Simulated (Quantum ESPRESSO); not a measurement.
The system is HfC.

```
Hf C
1.0
     0.00000    2.32500    2.32500
     2.32500    0.00000    2.32500
     2.32500    2.32500    0.00000
Hf C
1 1
Direct
  0.50000 0.50000 0.50000
  0.00000 0.00000 0.00000
```

Base run:

```yaml
Program: Quantum ESPRESSO 7.5
Functional: LDA
Potentials_or_basis: PseudoDojo 0.4.1 SR LDA standard
Cutoff: 1116 eV
Density_cutoff: 4463 eV
k_mesh: 10 × 10 × 10
Occupations: fermi-dirac, width 0.05 eV
Spin: no spin polarisation
```

Its results: band gap on the k mesh none (metal or under the smearing width); pressure -13.7 GPa.

Question: The run is repeated on the same cell with these changes: functional from LDA to PBEsol; potentials or basis from PseudoDojo 0.4.1 SR LDA standard to PseudoDojo 0.4.1 SR PBEsol standard. What comes out?

Answer: Band gap on the k mesh none (metal or under the smearing width); pressure -6.2 GPa.

Not every run made on this cell is shown here.
